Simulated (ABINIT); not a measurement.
Runs of ABINIT 10.8.3 (patched build) on HgTe (Coloradoite). The structure is cubic, space group F-43m (No. 216). The conventional cell has a = 6.429 Å, b = 6.429 Å, c = 6.429 Å, α = 90.00°, β = 90.00°, γ = 90.00°. Hg (site symmetry -43m) is surrounded by 4 Te at 2.78 Å. Around Te (site symmetry -43m) lie 4 Hg at 2.78 Å. 

```tsv
task	level	potentials or basis	cell	cutoff (eV)	fine-grid cutoff	gap on the mesh (eV)	pressure (GPa)
single point	PBEsol	PseudoDojo NC SR PBEsol v0.4.1 standard	atoms moved at random, drawn with an rms of 0.05 Å	1088	-	none	1.8
single point	r2SCAN	JTH PAW PBE v2.0	as given	626	1224.51 eV	none	3.4
single point	PBEsol	PseudoDojo NC SR PBEsol v0.4.1 standard	as given	1088	-	none	1.8
single point	r2SCAN	PseudoDojo NC SR PBE v0.4.1 standard	as given	1306	-	none	2.8
single point	r2SCAN	Ansatz NC r2SCAN	as given	1469	-	none	(a)
single point	r2SCAN	Ansatz PAW PBE default generated set, frozen core	as given	490	979.61 eV	none	3.1
single point	r2SCAN	SG15 NC PBE v1.2	as given	980	-	none	2.8
```

Alike in all rows: no spin polarisation; k mesh 7 × 7 × 7; smearing fermi-dirac 0.05 eV.

Question: Estimate the missing entries.

Answer: (a) 3.2.

Caveats: the PAW data sets were made with another functional, which shifts forces and pressure a little (some runs); the potentials were made for another functional, which shifts forces and pressure (some runs); a meta-GGA on potentials with a model core is unreliable (some runs); the atomic spheres overlap (some runs).

A k mesh can miss the band edges, and the runs leave out spin-orbit coupling on Hg, Te.

A gap of «none» marks a metal or a gap under the smearing width.

The runs don't all hold the same shells in valence.
